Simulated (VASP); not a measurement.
# C2O2H4 in VASP: a series of runs, part 2 of 2

VASP 6.6.1.

## Step 3: Relaxation of the atoms, PBE (atoms moved at random, drawn with an rms of 0.02 Å)

INCAR

```
PREC = Accurate
ENCUT = 520
EDIFF = 1E-6
ISMEAR = 0
SIGMA = 0.01
LREAL = F
LASPH = T
NELM = 100
ALGO = Normal
ISIF = 2
LWAVE = F
LCHARG = F
GGA = PE
IBRION = 2
NSW = 40
EDIFFG = -0.005
```

KPOINTS

```
Automatic mesh
0
Gamma
  1 1 1
```

POSCAR

```
H2CO
1.0
   13.0000000000      0.0000000000      0.0000000000
    0.0000000000     12.0000000000      0.0000000000
    0.0000000000      0.0000000000     12.0000000000
C O H
2 2 4
Direct
    0.4251400000      0.5448480000      0.4651680000
    0.5071290000      0.5227890000      0.5244870000
    0.5890380000      0.5934590000      0.5312080000
    0.5247300000      0.4308480000      0.5892570000
    0.4193630000      0.6216470000      0.4171180000
    0.3635460000      0.4860270000      0.4617410000
    0.6398620000      0.5606340000      0.5783040000
    0.4684350000      0.3821990000      0.5825440000
```

Potentials or basis: VASP PAW PBE potentials, release 64 (C, O, H).

The run is started by

```
cat potpaw_PBE.64/C/POTCAR potpaw_PBE.64/O/POTCAR potpaw_PBE.64/H/POTCAR > POTCAR
mpirun -np 1 vasp_gam > vasp.out
```

OUTCAR:

```text
PREC = Accurate
   ENCUT = 520
   EDIFF = 1E-6
   ISMEAR = 0
   LREAL = F
   LASPH = T
   NELM = 100
   ISIF = 2
   GGA = PE
   IBRION = 2
   NSW = 40
   EDIFFG = -0.005

 ion  position               nearest neighbor table
   1  0.425  0.545  0.465-   6 1.07   5 1.09   2 1.31
   2  0.507  0.523  0.524-   1 1.31   3 1.36   4 1.37
   3  0.589  0.593  0.531-   7 0.95   2 1.36
   4  0.525  0.431  0.589-   8 0.94   2 1.37
   5  0.419  0.622  0.417-   1 1.09
   6  0.364  0.486  0.462-   1 1.07
   7  0.640  0.561  0.578-   3 0.95
   8  0.468  0.382  0.583-   4 0.94

  LATTYP: Found a simple tetragonal cell.
 ALAT       =    12.0000000000
 C/A-ratio  =     1.0833333333

  Lattice vectors:

 A1 = (   0.0000000000,  12.0000000000,   0.0000000000)
 A2 = (   0.0000000000,   0.0000000000,  12.0000000000)
 A3 = (  13.0000000000,   0.0000000000,   0.0000000000)

Analysis of symmetry for initial positions (statically):
=====================================================================
 Subroutine PRICEL returns:
 Original cell was already a primitive cell.

 Routine SETGRP: Setting up the symmetry group for a
 simple tetragonal supercell.

 Subroutine GETGRP returns: Found  1 space group operations
 (whereof  1 operations were pure point group operations)
 out of a pool of 16 trial point group operations.

The static configuration has the point symmetry C_1 .

Analysis of symmetry for dynamics (positions and initial velocities):
=====================================================================
 Subroutine PRICEL returns:
 Original cell was already a primitive cell.

 Routine SETGRP: Setting up the symmetry group for a
 simple tetragonal supercell.

 Subroutine GETGRP returns: Found  1 space group operations
 (whereof  1 operations were pure point group operations)
 out of a pool of 16 trial point group operations.

[... 110 lines left out ...]
  Fermi-wavevector in a.u.,A,eV,Ry     =   0.383157  0.724062  1.997460  0.146809
  Thomas-Fermi vector in A             =   1.319904
   LORBIT       =      0    0 simple, 1 ext, 2 COOP (PROOUT), +10 PAW based schemes
   GGA     = PE    functional components
   LHFCALC =     F    Hartree Fock is set to
   AEXX    =    0.0000 exact exchange contribution
   IVDW    =     0    specifies the selected vdW correction
   LEPSILON=     F    determine dielectric tensor
   LRPA    =     F    only Hartree local field effects (RPA)
 conjugate gradient relaxation of ions
 non-spin polarized calculation
 Gauss-broadening in eV      SIGMA  =   0.01
  energy-cutoff  :      520.00
  volume of cell :     1872.00
 maximum number of plane-waves:     25235
 NGX is ok and might be reduce to    98
   NGX = 49   NGY = 45   NGZ = 45

--------------------------------------- Ionic step        1  -------------------------------------------

 number of electron      23.9999998 magnetization

 Free energy of the ion-electron system (eV)
  ---------------------------------------------------
  ext. energy  EPLUGINS =         0.00000000
  ---------------------------------------------------
  free energy    TOTEN  =       -45.53468524 eV

  energy without entropy =      -45.53468524  energy(sigma->0) =      -45.53468524

------------------------ aborting loop because EDIFF is reached ----------------------------------------

  FORCE on cell =-STRESS in cart. coord.  units (eV):
  Direction    XX          YY          ZZ          XY          YZ          ZX
  --------------------------------------------------------------------------------------
  -------------------------------------------------------------------------------------
  Total        3.4741428      1.2197134      0.9281664      0.6387980     -0.3986730      1.5812163
  in kB        2.9733936      1.0439087      0.7943842      0.5467242     -0.3412099      1.3533060
  external PRESSURE =       1.6038955 kB  Pullay stress =       0.0000000 kB
[... 107 lines left out ...]
  FREE ENERGIE OF THE ION-ELECTRON SYSTEM (eV)
  ---------------------------------------------------
  free  energy   TOTEN  =       -45.5968157826 eV

  energy  without entropy=      -45.5968157826  energy(sigma->0) =      -45.59681578

[... ionic steps 4 to 29 ...]

--------------------------------------- Ionic step       30  -------------------------------------------

 number of electron      23.9999995 magnetization

------------------------ aborting loop because EDIFF is reached ----------------------------------------
[... 79 lines left out ...]
--------------------------------------- Ionic step       32  -------------------------------------------

 number of electron      23.9999995 magnetization

 Free energy of the ion-electron system (eV)
  ---------------------------------------------------
  ext. energy  EPLUGINS =         0.00000000
  ---------------------------------------------------
  free energy    TOTEN  =       -45.61438742 eV

  energy without entropy =      -45.61438742  energy(sigma->0) =      -45.61438742

 E-fermi :  -4.9531     XC(G=0):  -0.6522

 val. band max:       -5.0542721742   @ k =   0.0000   0.0000   0.0000
 cond. band min:      -0.8237414268   @ k =   0.0000   0.0000   0.0000
 fundamental gap:      4.2305307474
 Fermi energy:        -4.9530516573

 k-point     1 :       0.0000    0.0000    0.0000
  band No.  band energies     occupation
      1     -27.6825      2.00000
      2     -25.7874      2.00000
      3     -18.3392      2.00000
      4     -15.2887      2.00000
      5     -14.0725      2.00000
      6     -11.7139      2.00000
[... 9 lines left out ...]
     16       0.3067      0.00000
     17       0.6732      0.00000
[... 33 lines left out ...]
  FREE ENERGIE OF THE ION-ELECTRON SYSTEM (eV)
  ---------------------------------------------------
  free  energy   TOTEN  =       -45.6143874207 eV

  energy  without entropy=      -45.6143874207  energy(sigma->0) =      -45.61438742

 reached required accuracy - stopping structural energy minimisation
```

CONTCAR:

```text
H2CO
   1.00000000000000
    13.0000000000000000    0.0000000000000000    0.0000000000000000
     0.0000000000000000   12.0000000000000000    0.0000000000000000
     0.0000000000000000    0.0000000000000000   12.0000000000000000
  C               O               H
     2     2     4
Direct
     0.4242782737140471    0.5447918016694199    0.4639623973672987
     0.5084510984727216    0.5237728997314189    0.5249616508878497
     0.5898145524636241    0.5945116273902437    0.5315145543143495
     0.5262499639720737    0.4308184343974444    0.5889076260236208
     0.4188207018890533    0.6214340780797175    0.4163396915220220
     0.3609087613120465    0.4857935219186643    0.4614700764582331
     0.6412769496204512    0.5603452091300763    0.5797315897215334
     0.4674426985559772    0.3809834276830235    0.5829394137051015

  0.00000000E+00  0.00000000E+00  0.00000000E+00
  0.00000000E+00  0.00000000E+00  0.00000000E+00
  0.00000000E+00  0.00000000E+00  0.00000000E+00
  0.00000000E+00  0.00000000E+00  0.00000000E+00
  0.00000000E+00  0.00000000E+00  0.00000000E+00
  0.00000000E+00  0.00000000E+00  0.00000000E+00
  0.00000000E+00  0.00000000E+00  0.00000000E+00
  0.00000000E+00  0.00000000E+00  0.00000000E+00
```

Run time: 23 min. Hardware: 1 thread of Intel Xeon 6975P-C (Granite Rapids), shared host; peak memory 1.6 GiB.

What came out:

```
Free energy                     : -45.6144 eV
Energy gained by relaxing       : 10.0 meV/atom
Ionic steps                     : 32
Largest force after relaxing    : 0.005 eV/Å
Gap between the frontier levels : 4.23 eV
```

Forces in eV/Å, atoms in the order of the input:
```
C    0.001 -0.003  0.004
C    0.000 -0.001  0.000
O    0.001  0.001 -0.003
O    0.000  0.001  0.000
H    0.000  0.001  0.000
H    0.000  0.000  0.000
H   -0.002  0.001  0.002
H    0.000  0.000 -0.002
```

The path:
| step | energy change (eV) | largest force (eV/Å) | pressure (GPa) |
| --- | --- | --- | --- |
| 1 | 0.0000 | 1.9372 | 0.16 |
| 2 | 1.0132 | 8.3914 | -0.11 |
| 3 | -0.0621 | 0.5945 | 0.07 |
| 4 | -0.0622 | 0.5973 | 0.08 |
| 5 | -0.0598 | 1.1188 | -0.03 |
| 6 | -0.0729 | 0.4137 | 0.02 |
| 7 | -0.0707 | 0.5985 | -0.04 |
| 8 | -0.0771 | 0.1704 | -0.01 |
| 9 | -0.0782 | 0.1645 | -0.01 |
| 10 | -0.0783 | 0.1238 | -0.01 |
| 11 | -0.0790 | 0.1359 | -0.01 |
| 12 | -0.0790 | 0.1093 | -0.01 |
| 13 | -0.0791 | 0.1982 | -0.01 |
| 14 | -0.0793 | 0.0568 | -0.01 |
| 15 | -0.0794 | 0.0485 | -0.01 |
| 16 | -0.0795 | 0.0751 | -0.01 |
| 17 | -0.0796 | 0.0290 | -0.01 |
| 18 | -0.0796 | 0.0349 | -0.01 |
| 19 | -0.0796 | 0.0136 | -0.01 |
| 20 | -0.0796 | 0.0226 | -0.01 |
| 21 | -0.0796 | 0.0119 | -0.01 |
| 22 | -0.0796 | 0.0208 | -0.01 |
| 23 | -0.0797 | 0.0165 | -0.01 |
| 24 | -0.0797 | 0.0159 | -0.01 |
| 25 | -0.0797 | 0.0210 | -0.01 |
| 26 | -0.0797 | 0.0109 | -0.01 |
| 27 | -0.0797 | 0.0132 | -0.01 |
| 28 | -0.0797 | 0.0090 | -0.01 |
| 29 | -0.0797 | 0.0114 | -0.01 |
| 30 | -0.0797 | 0.0055 | -0.01 |
| 31 | -0.0797 | 0.0060 | -0.01 |
| 32 | -0.0797 | 0.0047 | -0.01 |

Final structure:
```cif
data_structure
_symmetry_space_group_name_H-M 'P 1'
_symmetry_Int_Tables_number 1
_cell_length_a 13.0000
_cell_length_b 12.0000
_cell_length_c 12.0000
_cell_angle_alpha 90.000
_cell_angle_beta 90.000
_cell_angle_gamma 90.000
_cell_volume 1872.00
loop_
_atom_site_label
_atom_site_type_symbol
_atom_site_fract_x
_atom_site_fract_y
_atom_site_fract_z
_atom_site_occupancy
C1 C 0.42428 0.54479 0.46396 1
C2 C 0.50845 0.52377 0.52496 1
O1 O 0.58981 0.59451 0.53151 1
O2 O 0.52625 0.43082 0.58891 1
H1 H 0.41882 0.62143 0.41634 1
H2 H 0.36091 0.48579 0.46147 1
H3 H 0.64128 0.56035 0.57973 1
H4 H 0.46744 0.38098 0.58294 1
```

## Step 4: Atomic charges, PBE+TS

INCAR

```
SYSTEM = H2CO
PREC = Accurate
ENCUT = 520
EDIFF = 1E-6
ISMEAR = 0
SIGMA = 0.01
LREAL = .FALSE.
LASPH = .TRUE.
NELM = 100
ALGO = Fast
ISIF = 2
LWAVE = .FALSE.
LCHARG = .FALSE.
GGA = PE
IVDW = 2
LORBIT = 11
```

KPOINTS

```
Automatic mesh
0
G
  1 1 1
  0 0 0
```

POSCAR

```
H2CO
1.0
   13.0000000000      0.0000000000      0.0000000000
    0.0000000000     12.0000000000      0.0000000000
    0.0000000000      0.0000000000     12.0000000000
C O H
2 2 4
Direct
    0.4250846200      0.5442375000      0.4648041700
    0.5088000000      0.5236958300      0.5251541700
    0.5890461500      0.5934541700      0.5311375000
    0.5260076900      0.4320708300      0.5882375000
    0.4195384600      0.6203875000      0.4174291700
    0.3621769200      0.4854625000      0.4625375000
    0.6398230800      0.5605708300      0.5794208300
    0.4676923100      0.3831125000      0.5827958300
```

The run is started by

```
cat potpaw_PBE.64/C/POTCAR potpaw_PBE.64/O/POTCAR potpaw_PBE.64/H/POTCAR > POTCAR
mpirun -np 1 vasp_gam > vasp.out
```

Wall time 2.3 min (1 thread of Intel Xeon 6975P-C (Granite Rapids), shared host); peak memory 1.4 GiB.

It converged, with:

```yaml
Free_energy: -45.6088 eV
Largest_force: 0.836 eV/Å
Gap_between_the_frontier_levels: 4.21 eV
Valence_electrons_inside_the_program's_atomic_spheres: C 2.69, 2.58; O 5.21, 5.20; H 0.69, 0.76
Hirshfeld_charges: C -0.20, +0.12; O -0.17; H +0.04, +0.03, +0.17, +0.18 e
Dispersion_energy_per_atom: -0.003 eV
```

Forces in eV/Å, atoms in the order of the input:
```
C   -0.368  0.113 -0.259
C   -0.237  0.022 -0.139
O    0.262  0.739 -0.289
O    0.564 -0.329  0.492
H   -0.042  0.184 -0.130
H   -0.181 -0.131 -0.021
H    0.438 -0.203  0.352
H   -0.437 -0.395 -0.006
```

Levels at points of the mesh, in eV from the valence-band top:
```csv
k point,band 8,band 9,band 10,band 11,band 12,band 13,band 14,band 15,band 16,band 17
"(0.00, 0.00, 0.00)",-5.03,-4.42,-4.03,-2.92,0.00,4.21,5.07,5.19,5.32,5.74
```

## Step 5: Electron localisation function, PBE

INCAR

```
SYSTEM = H2CO
ALGO = Normal
EDIFF = 1E-7
ENCUT = 520
GGA = PE
ISIF = 2
ISMEAR = 0
LASPH = .TRUE.
LCHARG = .TRUE.
LELF = .TRUE.
LREAL = .FALSE.
LWAVE = .FALSE.
NELM = 60
PREC = Accurate
SIGMA = 0.01
```

KPOINTS

```
k-points
0
G
  1 1 1
  0 0 0
```

POSCAR is that of step 4.

The run is started by

```
cat potpaw_PBE.64/C/POTCAR potpaw_PBE.64/O/POTCAR potpaw_PBE.64/H/POTCAR > POTCAR
mpirun -np 1 vasp_gam > vasp.out
```

Run time: 2.3 min. Hardware: 1 thread of Intel Xeon 6975P-C (Granite Rapids), shared host; peak memory 1.4 GiB.

The run converged. Its results:

- Free energy: -45.5856 eV
- Largest force: 0.839 eV/Å
- Gap between the frontier levels: 4.22 eV

Forces on the atoms (eV/Å):
```
C   -0.365  0.110 -0.255
C   -0.238  0.021 -0.140
O    0.260  0.742 -0.291
O    0.561 -0.327  0.490
H   -0.040  0.187 -0.131
H   -0.176 -0.135 -0.016
H    0.441 -0.202  0.353
H   -0.443 -0.396 -0.009
```

Levels at points of the mesh, in eV from the valence-band top:
| k point | band 9 | band 10 | band 11 | band 12 | band 13 | band 14 | band 15 | band 16 |
| --- | --- | --- | --- | --- | --- | --- | --- | --- |
| (0.00, 0.00, 0.00) | -4.42 | -4.03 | -2.92 | 0.00 | 4.22 | 5.07 | 5.19 | 5.32 |

## Step 6: The runs side by side

| task | level | cell | gap on the mesh (eV) | largest force (eV/Å) |
| --- | --- | --- | --- | --- |
| single point | PBE | atoms moved at random, drawn with an rms of 0.05 Å | 4.08 | 3.89 |
| relaxation of the atoms | PBE | atoms relaxed from: atoms moved at random, drawn with an rms of 0.02 Å | 4.23 | - |
| atomic charges | PBE+TS | as given | 4.21 | 0.84 |
| electron localisation function | PBE | as given | 4.22 | 0.84 |

Alike in all rows: potentials or basis VASP PAW PBE potentials, release 64 (C, O, H); no spin polarisation; k mesh 1 × 1 × 1; cutoff (eV) 520; smearing gaussian 0.01 eV.

Total energies depend on the potentials used, so only differences within one code and one set of settings carry meaning.
